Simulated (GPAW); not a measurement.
# Sb (Pm-3m) in GPAW: single point with PBE

Aim: the single point of Sb with PBE.

All numbers are computed with GPAW 26.7.0; they aren't measurements. Logs are shortened: lines on timing, memory, paths and dates and some standing lists are left out, and cuts for length are marked. The log counts tension as positive stress, the text compression.

**1. Starting point**

It takes space group Pm-3m (No. 221, cubic). The conventional cell has a = 3.160 Å, b = 3.160 Å, c = 3.160 Å, α = 90.00°, β = 90.00°, γ = 90.00°. Sb (site symmetry m-3m) has 6 Sb at 3.16 Å as nearest neighbours.

This isn't the form of Sb at room conditions, which is rhombohedral.

**2. Single point, PBE**

File run.py:

```python
from ase.dft.bandgap import bandgap
from ase.io import read, write
from ase.units import GPa
from gpaw import GPAW, PW

atoms = read('Sb.xyz')

calc = GPAW(mode=PW(500),
            xc='PBE',
            kpts={'size': (7, 7, 7), 'gamma': True},
            occupations={'name': 'fermi-dirac', 'width': 0.05},
            nbands=15,
            maxiter=120,
            txt='gpaw.txt')
atoms.calc = calc
energy = atoms.get_potential_energy()
forces = atoms.get_forces()
stress = atoms.get_stress()
calc.write('gs.gpw')
write('result.traj', atoms)
print(f'Energy: {energy:.6f} eV')
print('Forces (eV/A):')
print(forces.round(4))
print('Stress (GPa):', (stress / GPa).round(3))
print('Fermi level:', round(calc.get_fermi_level(), 4), 'eV')
print(f'Gap: {bandgap(calc)[0]:.4f} eV, direct: {bandgap(calc, direct=True)[0]:.4f} eV')
```

File Sb.xyz:

```xyz
1
Lattice="3.1600000000 0.0000000000 0.0000000000 0.0000000000 3.1600000000 0.0000000000 0.0000000000 0.0000000000 3.1600000000" Properties=species:S:1:pos:R:3 pbc="T T T"
Sb     0.0000000000      0.0000000000      0.0000000000
```

Potentials or basis: GPAW PAW data sets (gpaw-data 1.2.1), pw.

On the command line:

```console
$ OMP_NUM_THREADS=1 python run.py
```

gpaw.txt:

```text
__  _  _
 | _ |_)|_||  |
 |__||  | ||/\| - 26.7.0

Input parameters:
  mode=PW(ecut=500.0),
  kpts=MonkhorstPack(size=(7, 7, 7), gamma=True),
  maxiter=120,
  nbands=15,
  occupations=Occupations(name='fermi-dirac', width=0.05),
  xc=XC(name='PBE')

Diagonalizing LCAO Hamiltonian
Converting LCAO to pw mode
   .-------.
  /|       |
 * |       |
 | |       |
 | .-------.
 |/       /
 Sb------*

Atoms  # Å, Bohr magnetons
|   | symbol |        x |        y |        z |    initial magnetic moments |
|---|--------|----------|----------|----------|-----------------------------|
| 0 |     Sb | 0.000000 | 0.000000 | 0.000000 | ( 0.0000,  0.0000,  0.0000) |

Unit cell  # Å
| periodic |        x |        y |        z |  lengths |    angles |
|----------|----------|----------|----------|----------|-----------|
|      yes | 3.160000 | 0.000000 | 0.000000 | 3.160000 | 90.000000 |
|      yes | 0.000000 | 3.160000 | 0.000000 | 3.160000 | 90.000000 |
|      yes | 0.000000 | 0.000000 | 3.160000 | 3.160000 | 90.000000 |

Number of symmetries: 48
Symmetry operations  # r_c * U_cc + t_c -> r_c
|    | kind |            matrix            |
|----|------|------------------------------|
|  0 |  E   |  1, 0, 0,  0, 1, 0,  0, 0, 1 |
|  1 |  σ   |  1, 0, 0,  0, 1, 0,  0, 0,-1 |
|  2 |  σ   |  1, 0, 0,  0, 0, 1,  0, 1, 0 |
|  3 |  C4  |  1, 0, 0,  0, 0, 1,  0,-1, 0 |
|  4 |  C4  |  1, 0, 0,  0, 0,-1,  0, 1, 0 |
|  5 |  σ   |  1, 0, 0,  0, 0,-1,  0,-1, 0 |
|  6 |  σ   |  1, 0, 0,  0,-1, 0,  0, 0, 1 |
|  7 |  C2  |  1, 0, 0,  0,-1, 0,  0, 0,-1 |
|  8 |  σ   |  0, 1, 0,  1, 0, 0,  0, 0, 1 |
|  9 |  C2  |  0, 1, 0,  1, 0, 0,  0, 0,-1 |
| 10 |  C3  |  0, 1, 0,  0, 0, 1,  1, 0, 0 |
| 11 |  S6  |  0, 1, 0,  0, 0, 1, -1, 0, 0 |
| 12 |  S6  |  0, 1, 0,  0, 0,-1,  1, 0, 0 |
| 13 |  C3  |  0, 1, 0,  0, 0,-1, -1, 0, 0 |
| 14 |  C4  |  0, 1, 0, -1, 0, 0,  0, 0, 1 |
| 15 |  S4  |  0, 1, 0, -1, 0, 0,  0, 0,-1 |
| 16 |  C3  |  0, 0, 1,  1, 0, 0,  0, 1, 0 |
| 17 |  S6  |  0, 0, 1,  1, 0, 0,  0,-1, 0 |
| 18 |  σ   |  0, 0, 1,  0, 1, 0,  1, 0, 0 |
| 19 |  C4  |  0, 0, 1,  0, 1, 0, -1, 0, 0 |
| 20 |  C2  |  0, 0, 1,  0,-1, 0,  1, 0, 0 |
| 21 |  S4  |  0, 0, 1,  0,-1, 0, -1, 0, 0 |
| 22 |  S6  |  0, 0, 1, -1, 0, 0,  0, 1, 0 |
| 23 |  C3  |  0, 0, 1, -1, 0, 0,  0,-1, 0 |
| 24 |  S6  |  0, 0,-1,  1, 0, 0,  0, 1, 0 |
| 25 |  C3  |  0, 0,-1,  1, 0, 0,  0,-1, 0 |
| 26 |  C4  |  0, 0,-1,  0, 1, 0,  1, 0, 0 |
| 27 |  σ   |  0, 0,-1,  0, 1, 0, -1, 0, 0 |
| 28 |  S4  |  0, 0,-1,  0,-1, 0,  1, 0, 0 |
| 29 |  C2  |  0, 0,-1,  0,-1, 0, -1, 0, 0 |
| 30 |  C3  |  0, 0,-1, -1, 0, 0,  0, 1, 0 |
| 31 |  S6  |  0, 0,-1, -1, 0, 0,  0,-1, 0 |
| 32 |  C4  |  0,-1, 0,  1, 0, 0,  0, 0, 1 |
| 33 |  S4  |  0,-1, 0,  1, 0, 0,  0, 0,-1 |
| 34 |  S6  |  0,-1, 0,  0, 0, 1,  1, 0, 0 |
| 35 |  C3  |  0,-1, 0,  0, 0, 1, -1, 0, 0 |
| 36 |  C3  |  0,-1, 0,  0, 0,-1,  1, 0, 0 |
| 37 |  S6  |  0,-1, 0,  0, 0,-1, -1, 0, 0 |
| 38 |  σ   |  0,-1, 0, -1, 0, 0,  0, 0, 1 |
| 39 |  C2  |  0,-1, 0, -1, 0, 0,  0, 0,-1 |
| 40 |  σ   | -1, 0, 0,  0, 1, 0,  0, 0, 1 |
| 41 |  C2  | -1, 0, 0,  0, 1, 0,  0, 0,-1 |
| 42 |  C2  | -1, 0, 0,  0, 0, 1,  0, 1, 0 |
| 43 |  S4  | -1, 0, 0,  0, 0, 1,  0,-1, 0 |
| 44 |  S4  | -1, 0, 0,  0, 0,-1,  0, 1, 0 |
| 45 |  C2  | -1, 0, 0,  0, 0,-1,  0,-1, 0 |
| 46 |  C2  | -1, 0, 0,  0,-1, 0,  0, 0, 1 |
| 47 |  i   | -1, 0, 0,  0,-1, 0,  0, 0,-1 |

BZ-sampling:
  Number of BZ points: 343
  Number of IBZ points: 20

  Monkhorst-Pack size: [7, 7, 7]
  Monkhorst-Pack shift: [0, 0, 0]

K-points  # in reciprocal-cell coordinates
|     |                                coordinates |     weight |
|-----|--------------------------------------------|------------|
|   0 | (  0.00000000,   0.00000000,   0.00000000) | 0.00291545 |
|   1 | (  0.14285714,   0.00000000,   0.00000000) | 0.01749271 |
|   2 | (  0.14285714,   0.14285714,   0.00000000) | 0.03498542 |
|   3 | (  0.14285714,   0.14285714,   0.14285714) | 0.02332362 |
|   4 | (  0.28571429,   0.00000000,   0.00000000) | 0.01749271 |
|   5 | (  0.28571429,   0.14285714,   0.00000000) | 0.06997085 |
|   6 | (  0.28571429,   0.14285714,   0.14285714) | 0.06997085 |
|   7 | (  0.28571429,   0.28571429,   0.00000000) | 0.03498542 |
|   8 | (  0.28571429,   0.28571429,   0.14285714) | 0.06997085 |
|   9 | (  0.28571429,   0.28571429,   0.28571429) | 0.02332362 |
| ... |                                            |            |
|  19 | (  0.42857143,   0.42857143,   0.42857143) | 0.02332362 |

Plane wave coefficients: 812
Cutoff: 500.0 eV

Spin-components: 1 (collinear spins)
Bands:           15
Projectors:      6
Spin-degeneracy: 2
Datatype:        complex128

Parallelization:
  kpt:    1
  domain: 1
  band:   1

Density:
  Valence electrons: 15.0
  Components: 1
  Grid points: [18 18 18]
  Charge: 0.0  # |e|

Potential:
  Grid points: [18 18 18]

species:
  Sb:
    name:    Antimony
    Z:       51.0
    valence: 15
    core:    36
    charge:  0.0  # [|e|]
    compensation charges:
      type: gauss
      rc: 0.36  # [Å]
      lmax: 2
    cutoffs:
      filter: 2.23  # [Å]
      core: 2.23  # [Å]
    projectors
    | kind |    occ | energy [eV] | rcut [Å] |
    |------|--------|-------------|----------|
    |   5s |  2.000 |     -12.815 |    1.154 |
    |   5p |  3.000 |      -4.830 |    1.233 |
    |   4d | 10.000 |     -33.514 |    1.196 |
    |    s |        |      14.396 |    1.154 |
    |    p |        |      22.381 |    1.233 |
    |    d |        |      -6.303 |    1.196 |

    Using partial waves for Sb as LCAO basis

Reference energy: -176281.558248  # eV

eigensolver:
  PPCG
  Converge bands: occupied
  niter=2

density mixing:
  MSR1-Mixer
  Pratt-step length: 0.05
  Maximum mixing coefficient: 0.75
  Old densities: 10
  SVD Regularization: 0.005
  Good broyden scale: 1.0
  Trust region scale: 1.0
  Backstep threshold: 4.0
  History deletion threshold: 6.0
  Fourier metric: weight=20.0, sigma=0.015

occupation numbers:
  Fermi-Dirac:
    width: 0.0500  # eV

poisson solver:
  ecut: 4000.0  # eV

xc functional:
  name: PBE with 2 nearest neighbor stencil

convergence criteria:
- Maximum [total energy] change in last 3 cyles: 0.0005 eV / valence electron
- Maximum integral of absolute [dens]ity change: 0.0001 electrons / valence electron
- Maximum integral of absolute [eigenst]ate change: 4e-08 eV^2 / valence electron
maximum number of iterations: 120

SCF iterations
|iter     | |      energy | eigst |  dens |
|---------|-|-------------|-------|-------|
|iter:   1| |   -4.360338 | +0.04 |       |
|iter:   2| |   -4.362742 | -2.22 | -1.77 |
|iter:   3| |   -4.366024c| -2.85 | -1.79 |
|iter:   4| |   -4.367064c| -3.61 | -2.30 |
|iter:   5| |   -4.367138c| -4.94 | -3.03 |
|iter:   6| |   -4.367145c| -6.25 | -3.66 |
|iter:   7| |   -4.367146c| -7.39 | -4.40c|
|iter:   8| |   -4.367146c| -7.99c| -5.03c|

Converged in 8 steps
Energy contributions relative to reference atoms: (reference = -176281.558248)

Energy contributions:
  Kinetic:          -2.251699
  Coulomb:           1.055993
  Zero:              0.185920
  External:          0.000000
  Xc:               -3.354940
  Entropy:          -0.004840
  Spinorbit:         0.000000
  ----------------------------
  Free energy:      -4.369566
  Extrapolated:     -4.367146

dipole moment: (-11.418364, -11.418364, -11.418364)  # |e|*Ang

Fermi level: 5.972
Eigenvalues  # (at kpt = [0.000, 0.000, 0.000])
| band index |      eig [eV] | occ [0-2] |
|------------|---------------|-----------|
|          0 |       -23.018 |     2.000 |
|          1 |       -23.018 |     2.000 |
|          2 |       -22.875 |     2.000 |
|          3 |       -22.875 |     2.000 |
|          4 |       -22.875 |     2.000 |
|          5 |        -5.834 |     2.000 |
|          6 |         9.234 |     0.000 |
|          7 |         9.234 |     0.000 |
|          8 |         9.234 |     0.000 |
|          9 |        13.164 |     0.000 |
|         10 |        13.164 |     0.000 |
|         11 |        14.052 |     0.000 |
|         12 |        26.233 |     0.000 |
|         13 |        26.345 |     0.000 |
|         14 |        26.353 |     0.000 |

No gap
No difference between direct/indirect transitions

Forces  # eV/Ang
|       x |       y |       z |
|---------|---------|---------|
| 0.00000 | 0.00000 | 0.00000 |  # Sb   0

Stress tensor  # eV/Ang^3
|         x |         y |        z |
|-----------|-----------|----------|
|  0.020179 | -0.000000 | 0.000000 |
| -0.000000 |  0.020179 | 0.000000 |
|  0.000000 |  0.000000 | 0.020179 |

# Writing to gs.gpw (mode='')
```

Run time: 5.7 s. Hardware: 1 thread of Arm Neoverse V1, shared host; peak memory 0.13 GiB.

Results:

```yaml
Free_energy: -4.3696 eV
Pressure: -3.2 GPa
Band_gap_on_the_k_mesh: none (metal or under the smearing width)
```

Levels at points of the mesh, in eV from the Fermi level:
| k point | band 3 | band 4 | band 5 | band 6 | band 7 | band 8 | band 9 | band 10 | band 11 |
| --- | --- | --- | --- | --- | --- | --- | --- | --- | --- |
| (0.00, 0.00, 0.00) | -28.85 | -28.85 | -28.85 | -11.81 | 3.26 | 3.26 | 3.26 | 7.19 | 7.19 |

Caveat: the cutoff is short for stress and forces, so pressures can be off by a GPa or more. The run has no spin-orbit coupling, so splittings on Sb are missing.
